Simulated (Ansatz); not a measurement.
## Convergence notes, G0W0 on YN (Fm-3m)

A 2-atom cell of YN started from a crystallographic database, relaxed with r2SCAN; one-shot G0W0 in Ansatz without spin-orbit coupling. The values are computed, spin-unpolarised, and not measurements.

```
Y N
1.0
     0.00000    2.44805    2.44805
     2.44805    0.00000    2.44805
     2.44805    2.44805    0.00000
Y N
1 1
Direct
  0.00000 0.00000 0.00000
  0.50000 0.50000 0.50000
```

Gaps are read over the mesh points alone. G0W0 values are finite-basis, finite-mesh values.

| start | potentials | frequency model | mesh | empty bands | screening cutoff (eV) | Kohn-Sham gap (eV) | G0W0 gap (eV) |
| --- | --- | --- | --- | --- | --- | --- | --- |
| PBE | PAW | contour deformation | 6×6×6 | 66 | 100 | 0.18 | 0.45 |
| PBE | PAW | contour deformation | 6×6×6 | 160 | 180 | 0.18 | 0.62 |
| PBE | PAW | contour deformation | 6×6×6 | 312 | 260 | 0.18 | 0.69 |
| HSE06 | PAW | contour deformation | 6×6×6 | 160 | 180 | 1.09 | 1.14 |
| r2SCAN | PAW | contour deformation | 6×6×6 | 160 | 180 | 0.57 | 0.81 |
| PBE0 | PAW | contour deformation | 6×6×6 | 160 | 180 | 1.76 | 1.34 |
| PBE | PAW | Godby-Needs pole | 6×6×6 | 160 | 180 | 0.18 | 0.58 |
| PBE | PAW | contour deformation | 8×8×8 | 47 | 80 | 0.20 | 0.42 |
| PBE | norm-conserving | contour deformation | 6×6×6 | 160 | 180 | 0.18 | 0.62 |

Over the mesh points the PBE gap of 0.18 eV becomes a quasiparticle gap of 0.69 eV (Γ to X), a change of +0.51 eV. Renormalisation factors Z lie between 0.67 and 0.75.

Raising bands and cutoff together moves the gap by +0.17 eV (100 to 180 eV), then +0.07 eV (180 to 260 eV); the last step is still large, so the basis limit isn't reached. Starting from HSE06 (1.09 eV against PBE's 0.18 eV) gives 1.14 eV, +0.52 eV from G0W0@PBE at the same screening cutoff. Starting from r2SCAN (0.57 eV against PBE's 0.18 eV) gives 0.81 eV, +0.19 eV from G0W0@PBE at the same screening cutoff. Starting from PBE0 (1.76 eV against PBE's 0.18 eV) gives 1.34 eV, +0.72 eV from G0W0@PBE at the same screening cutoff. The Godby-Needs plasmon pole differs from contour deformation by -0.04 eV. Norm-conserving potentials (wave cutoff 1240 eV against 420 eV) shift the quasiparticle gap by 0.00 eV and the PBE gap by 0.00 eV. On these meshes the dielectric constant comes out too large, which adds an error that these runs don't bound. r2SCAN runs take a wave cutoff of 500 eV.

The program warns that the k mesh is coarse for exact exchange in some of these runs, so their gaps aren't converged.
